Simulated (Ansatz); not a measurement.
Space group Fm-3m (No. 225). a = 3.817 Å, b = 3.817 Å, c = 3.817 Å, α = 90.00°, β = 90.00°, γ = 90.00°
| atom | site | symmetry | x | y | z |
| --- | --- | --- | --- | --- | --- |
| V | 4a | m-3m | 0.0000 | 0.0000 | 0.0000 |

Equation of state of this V structure (not necessarily the ground state), with shape and atoms relaxed at each volume where symmetry leaves them free. It has no gap at any of these volumes. Method: DFT PBE, scalar-relativistic, plane waves, PAW in Ansatz.

Cutoff 420 eV; k points 18×18×18 on the computed 1-atom cell (Γ-centred); Gaussian smearing, width 0.10 eV; no spin polarisation.

```json
{"V (Å³/atom)": "12.230", "E − E(largest V) (meV/atom)": "68.48", "P (GPa)": "28.81"}
{"V (Å³/atom)": "12.647", "E − E(largest V) (meV/atom)": "5.53", "P (GPa)": "19.94"}
{"V (Å³/atom)": "13.064", "E − E(largest V) (meV/atom)": "-35.94", "P (GPa)": "12.29"}
{"V (Å³/atom)": "13.481", "E − E(largest V) (meV/atom)": "-58.89", "P (GPa)": "5.69"}
{"V (Å³/atom)": "13.898", "E − E(largest V) (meV/atom)": "-65.89", "P (GPa)": "-0.01"}
{"V (Å³/atom)": "14.315", "E − E(largest V) (meV/atom)": "-59.13", "P (GPa)": "-4.93"}
{"V (Å³/atom)": "14.732", "E − E(largest V) (meV/atom)": "-40.52", "P (GPa)": "-9.17"}
{"V (Å³/atom)": "15.288", "E − E(largest V) (meV/atom)": "0.00", "P (GPa)": "-13.94"}
```

Question: Fit a third-order Birch–Murnaghan equation to E(V).

Answer: V0 = 13.89 Å³/atom, B0 = 176 GPa, B0' = 3.9.

This fcc form isn't the element's structure at ambient conditions.